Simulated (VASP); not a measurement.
# Zn (P6_3/mmc) in VASP: notebook

Runs on Zn. Level: r2SCAN. Tasks: relaxation of cell and atoms, electrostatic potential.

All numbers are computed with VASP 6.6.1; they aren't measurements. Logs are shortened: lines on timing, memory, paths and dates and some standing lists are left out, and cuts for length are marked.

**1. The crystal as given**

The structure is hexagonal, space group P6_3/mmc (No. 194). Conventional cell: a = 2.620 Å, b = 2.620 Å, c = 4.800 Å, α = 90.00°, β = 90.00°, γ = 120.00°. Zn (site symmetry -6m2) is surrounded by 12 Zn at 2.62 to 2.84 Å.

The cell was built by a generator and needn't be a form met in nature.

**2. Relaxation of cell and atoms, r2SCAN**

INCAR

```
ALGO = Normal ; EDIFF = 1E-6
EDIFFG = -0.005 ; ENCUT = 600
IBRION = 2 ; ISIF = 3
ISMEAR = 1 ; LASPH = T
LCHARG = F ; LMIXTAU = T
LREAL = F ; LWAVE = F
METAGGA = R2SCAN ; NELM = 120
NSW = 60 ; PREC = Accurate
SIGMA = 0.1
```

KPOINTS

```
k-points
0
Gamma
  18 18 10
```

POSCAR

```
Zn
1.0
    2.6200000000      0.0000000000      0.0000000000
   -1.3100000000      2.2689865600      0.0000000000
    0.0000000000      0.0000000000      4.8000000000
Zn
2
Direct
    0.3333333300      0.6666666700      0.2500000000
    0.6666666700      0.3333333300      0.7500000000
```

Potentials or basis: VASP PAW PBE potentials, release 64 (Zn).

The run is started by

```console
$ cat potpaw_PBE.64/Zn/POTCAR > POTCAR
$ mpirun -np 1 vasp_std > vasp.out
```

OUTCAR:

```text
EDIFF = 1E-6
   EDIFFG = -0.005
   ENCUT = 600
   IBRION = 2
   ISIF = 3
   ISMEAR = 1
   LASPH = T
   LREAL = F
   METAGGA = R2SCAN
   NELM = 120
   NSW = 60
   PREC = Accurate

 ion  position               nearest neighbor table
   1  0.333  0.667  0.250-   2 2.84   2 2.84   2 2.84   2 2.84   2 2.84   2 2.84
   2  0.667  0.333  0.750-   1 2.84   1 2.84   1 2.84   1 2.84   1 2.84   1 2.84

  LATTYP: Found a hexagonal cell.
 ALAT       =     2.6200000000
 C/A-ratio  =     1.8320610687

  Lattice vectors:

 A1 = (   2.6200000000,   0.0000000000,   0.0000000000)
 A2 = (  -1.3100000000,   2.2689865600,   0.0000000000)
 A3 = (   0.0000000000,   0.0000000000,   4.8000000000)

Analysis of symmetry for initial positions (statically):
=====================================================================
 Subroutine PRICEL returns:
 Original cell was already a primitive cell.

 Routine SETGRP: Setting up the symmetry group for a
 hexagonal supercell.

 Subroutine GETGRP returns: Found 24 space group operations
 (whereof 12 operations were pure point group operations)
 out of a pool of 24 trial point group operations.

The static configuration has the point symmetry D_3d.
 The point group associated with its full space group is D_6h.

Analysis of symmetry for dynamics (positions and initial velocities):
=====================================================================
 Subroutine PRICEL returns:
 Original cell was already a primitive cell.

 Routine SETGRP: Setting up the symmetry group for a
 hexagonal supercell.

 Subroutine GETGRP returns: Found 24 space group operations
 (whereof 12 operations were pure point group operations)
 out of a pool of 24 trial point group operations.

The dynamic configuration has the point symmetry D_3d.
 The point group associated with its full space group is D_6h.

 Subroutine INISYM returns: Found 24 space group operations
 (whereof 12 operations are pure point group operations),
 and found     1 'primitive' translations

----------------------------------------------------------------------------------------

                                     Primitive cell

  volume of cell :      28.5348

  direct lattice vectors                    reciprocal lattice vectors
     2.620000000  0.000000000  0.000000000     0.381679389  0.220362698  0.000000000
    -1.310000000  2.268986560  0.000000000     0.000000000  0.440725396  0.000000000
     0.000000000  0.000000000  4.800000000     0.000000000  0.000000000  0.208333333
[... 98 lines left out ...]
   EFERMI =   0.00;   METHOD = LEGACY
   ISMEAR =     1;   SIGMA  =   0.10  broadening in eV -4-tet -1-fermi 0-gaus
   EFERMI_NEDOS =   21; number of points for ismear=-14 and -15
   IALGO  =     38    algorithm
   IMIX   =      4    mixing-type and parameters
     AMIX     =   0.40;   BMIX     =  1.00
     AMIX_MAG =   1.60;   BMIX_MAG =  1.00
  volume/ion in A,a.u.               =      14.27        96.28
  Fermi-wavevector in a.u.,A,eV,Ry     =   1.545327  2.920245 32.491201  2.388036
  Thomas-Fermi vector in A             =   2.650722
   LORBIT       =      0    0 simple, 1 ext, 2 COOP (PROOUT), +10 PAW based schemes
   METAGGA = R2SCAN    functional components
   LHFCALC =     F    Hartree Fock is set to
   AEXX    =    0.0000 exact exchange contribution
   IVDW    =     0    specifies the selected vdW correction
   LEPSILON=     F    determine dielectric tensor
   LRPA    =     F    only Hartree local field effects (RPA)
 conjugate gradient relaxation of ions
 non-spin polarized calculation
 Methfessel and Paxton  Order N= 1 SIGMA  =   0.10
  energy-cutoff  :      600.00
  volume of cell :       28.53
 maximum number of plane-waves:       968
 NGX is ok and might be reduce to    24
   NGX = 11   NGY = 11   NGZ = 19

--------------------------------------- Ionic step        1  -------------------------------------------

 number of electron      23.9999995 magnetization

 Free energy of the ion-electron system (eV)
  ---------------------------------------------------
  ext. energy  EPLUGINS =         0.00000000
  ---------------------------------------------------
  free energy    TOTEN  =       -17.79753352 eV

  energy without entropy =      -17.79732333  energy(sigma->0) =      -17.79746346

------------------------ aborting loop because EDIFF is reached ----------------------------------------

  FORCE on cell =-STRESS in cart. coord.  units (eV):
  Direction    XX          YY          ZZ          XY          YZ          ZX
  --------------------------------------------------------------------------------------
  -------------------------------------------------------------------------------------
  Total       -0.0720836     -0.0720836      0.5095789      0.0000000     -0.0000000      0.0000000
  in kB       -4.0473687     -4.0473687     28.6119548      0.0000000     -0.0000000      0.0000000
  external PRESSURE =       6.8390725 kB  Pullay stress =       0.0000000 kB
[... 239 lines left out ...]
--------------------------------------- Ionic step        8  -------------------------------------------

 number of electron      24.0000030 magnetization

 Free energy of the ion-electron system (eV)
  ---------------------------------------------------
  ext. energy  EPLUGINS =         0.00000000
  ---------------------------------------------------
  free energy    TOTEN  =       -17.80698057 eV

  energy without entropy =      -17.80684313  energy(sigma->0) =      -17.80693476

 E-fermi :   3.2591     XC(G=0): -12.8681

 val. band max:        3.2501516594   @ k =   0.1667  -0.0000   0.2000
 cond. band min:       3.2863370262   @ k =   0.3333   0.2778   0.5000
 fundamental gap:      0.0361853668
 Fermi energy:         3.2591143749

 k-point     1 :       0.0000    0.0000    0.0000
  band No.  band energies     occupation
      1      -7.9389      2.00000
      2      -5.9748      2.00000
      3      -5.1409      2.00000
      4      -4.8424      2.00000
      5      -4.8423      2.00000
      6      -4.7949      2.00000
[... 433 lines left out ...]
      3      -5.3449      2.00000
      4      -4.8760      2.00000
      5      -4.6804      2.00000
      6      -4.6764      2.00000
[... 8 lines left out ...]
     15       9.1904      0.00000
     16      10.5942      0.00000

 [... further k-points ...]

------------------------ aborting loop because EDIFF is reached ----------------------------------------

  FORCE on cell =-STRESS in cart. coord.  units (eV):
  Direction    XX          YY          ZZ          XY          YZ          ZX
  --------------------------------------------------------------------------------------
  -------------------------------------------------------------------------------------
  Total       -0.0033096     -0.0033096     -0.0019361      0.0000000     -0.0000000     -0.0000000
  in kB       -0.1817935     -0.1817935     -0.1063504      0.0000000     -0.0000000     -0.0000000
  external PRESSURE =      -0.1566458 kB  Pullay stress =       0.0000000 kB
[... 17 lines left out ...]
  FREE ENERGIE OF THE ION-ELECTRON SYSTEM (eV)
  ---------------------------------------------------
  free  energy   TOTEN  =       -17.8069805717 eV

  energy  without entropy=      -17.8068431326  energy(sigma->0) =      -17.80693476

 reached required accuracy - stopping structural energy minimisation
```

OSZICAR:

```text
N       E                     dE             d eps       ncg     rms          rms(c)
DAV:   1     0.850612518530E+02    0.85061E+02   -0.14474E+04  7240   0.274E+03
[... 87 lines left out ...]
       N       E                     dE             d eps       ncg     rms          rms(c)
DAV:   1    -0.178074370031E+02   -0.44841E-03   -0.73732E-03  8424   0.122E+00    0.142E-01
DAV:   2    -0.178070332622E+02    0.40374E-03   -0.94149E-04  9008   0.682E-01    0.669E-02
DAV:   3    -0.178069856671E+02    0.47595E-04   -0.34338E-05  8520   0.116E-01    0.320E-02
DAV:   4    -0.178069773262E+02    0.83409E-05   -0.46662E-05  9136   0.976E-02    0.362E-03
DAV:   5    -0.178069810294E+02   -0.37032E-05   -0.11332E-05  7368   0.390E-02    0.285E-03
DAV:   6    -0.178069805717E+02    0.45769E-06   -0.15619E-07  4000   0.485E-03
   8 F= -.17806981E+02 E0= -.17806935E+02  d E =0.825686E-05
```

CONTCAR:

```text
Zn
   1.00000000000000
     2.5996374512372946    0.0000000000000000    0.0000000000000000
    -1.2998187256186473    2.2513520754372527   -0.0000000000000000
    -0.0000000000000000   -0.0000000000000001    4.9836878916264302
  Zn
     2
Direct
     0.3333333300000021    0.6666666699999979    0.2500000000000000
     0.6666666699999979    0.3333333300000021    0.7500000000000000

  0.00000000E+00  0.00000000E+00  0.00000000E+00
  0.00000000E+00  0.00000000E+00  0.00000000E+00
```

Wall time 24 min (1 thread of Intel Xeon Platinum 8488C (Sapphire Rapids), shared host); peak memory 0.25 GiB.

What came out:

```
Free energy                            : -17.8070 eV
Relaxed volume                         : 14.58 Å³/atom
Relaxed cell                           : a = 2.600 Å, b = 2.600 Å, c = 4.984 Å, α = 90.00°, β = 90.00°, γ = 120.00°
Space group after relaxing (to 0.05 Å) : P6_3/mmc (No. 194)
Energy gained by relaxing              : 4.7 meV/atom
Ionic steps                            : 8
Pressure after relaxing                : 0.0 GPa
Band gap on the k mesh                 : none (metal or under the smearing width)
```

The path:
```csv
step,energy change (eV),largest force (eV/Å),pressure (GPa),volume (Å³)
1,0.0000,0.0000,0.68,28.53
2,-0.0053,0.0000,0.15,28.79
3,-0.0090,0.0000,-0.48,29.27
4,-0.0094,0.0000,0.39,29.04
5,-0.0095,0.0000,0.18,29.10
6,-0.0095,0.0000,0.03,29.14
7,-0.0095,0.0000,0.04,29.15
8,-0.0094,0.0000,-0.02,29.17
```

Final structure:
```yaml
crystal:
  lattice:
    - [2.59964, 0.00000, 0.00000]
    - [-1.29982, 2.25135, 0.00000]
    - [0.00000, 0.00000, 4.98369]
  atoms:
    - { symbol: Zn, position: [0.33333, 0.66667, 0.25000] }
    - { symbol: Zn, position: [0.66667, 0.33333, 0.75000] }
```

Caveat: the PAW data sets were made with another functional, which shifts forces and pressure a little.

**3. Electrostatic potential, r2SCAN**

This run uses another cell than the first one, of 14.58 Å³/atom, 1.022 times its volume.

INCAR

```
SYSTEM = Zn
PREC = Accurate
ENCUT = 520
EDIFF = 1E-6
ISMEAR = 1
SIGMA = 0.1
LREAL = .FALSE.
LASPH = .TRUE.
NELM = 80
ALGO = Normal
ISIF = 2
LWAVE = .FALSE.
LCHARG = .TRUE.
METAGGA = R2SCAN
LMIXTAU = .TRUE.
LVHAR = .TRUE.
```

KPOINTS

```
regular mesh
0
G
  18 18 10
  0 0 0
```

POSCAR

```
Zn                                      
1.0
    2.5996374512      0.0000000000      0.0000000000
   -1.2998187256      2.2513520754     -0.0000000000
   -0.0000000000     -0.0000000000      4.9836878916
  Zn            
     2
Direct
     0.3333333300000021    0.6666666699999979    0.2500000000000000
     0.6666666699999979    0.3333333300000021    0.7500000000000000
```

Potentials or basis: VASP PAW PBE potentials, release 64 (Zn).

The run is started by

```console
$ cat potpaw_PBE.64/Zn/POTCAR > POTCAR
$ mpirun -np 1 vasp_std > vasp.out
```

It took 5 min on 1 thread of Intel Xeon Platinum 8488C (Sapphire Rapids), shared host; peak memory 0.22 GiB.

Results (log left out):

| Item | Value |
| --- | --- |
| Free energy | -17.8060 eV |
| Pressure | 0.2 GPa |
| Band gap on the k mesh | none (metal or under the smearing width) |

Stress tensor (GPa, compression positive):
```
0.24 0.00 0.00
0.00 0.24 0.00
0.00 0.00 0.04
```

Levels at points of the mesh, in eV from the Fermi level:
```tsv
k point	band 10	band 11	band 12	band 13	band 14	band 15
(0.00, 0.00, 0.00)	-7.45	-7.45	-4.13	-3.46	13.64	17.47
(0.50, 0.00, 0.00)	-7.20	-3.00	-2.08	2.74	3.85	4.55
(0.00, 0.00, 0.50)	-7.53	-7.53	-7.53	4.36	4.36	21.14
(0.50, 0.00, 0.50)	-7.21	-2.06	-2.06	0.50	0.50	10.64
```

Caveat: the PAW data sets were made with another functional, which shifts forces and pressure a little.
